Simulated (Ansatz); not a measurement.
**A computed series for KI: response to strain**

Consider KI in the rock salt structure (space group Fm-3m, No. 225; a = 7.006 Å).

Strains are applied to the cell and any free atomic positions relax.

Calculations: PBEsol, PAW, 420 eV (Ansatz, an electronic-structure program; no spin-orbit coupling).

```csv
isotropic strain (%),pressure (GPa)
-2.5,1.1
-2,?
-1.5,0.6
-1,0.4
-0.5,0.2
0,0.0
1,-0.3
1.5,-0.5
3,-0.9
```

Q: Fit P = P₀ − Bδ + Cδ² with δ = (1 + ε)³ − 1 to the rows shown and predict the withheld row.

A: Least squares on the printed values gives P₀ = 0.0 GPa, B = 12.5 GPa, C = 29.5 GPa (largest residual 0.0 GPa); this predicts 0.8 GPa, and the run gives 0.9 GPa, in agreement.

Whether these cells are dynamically stable was not tested.
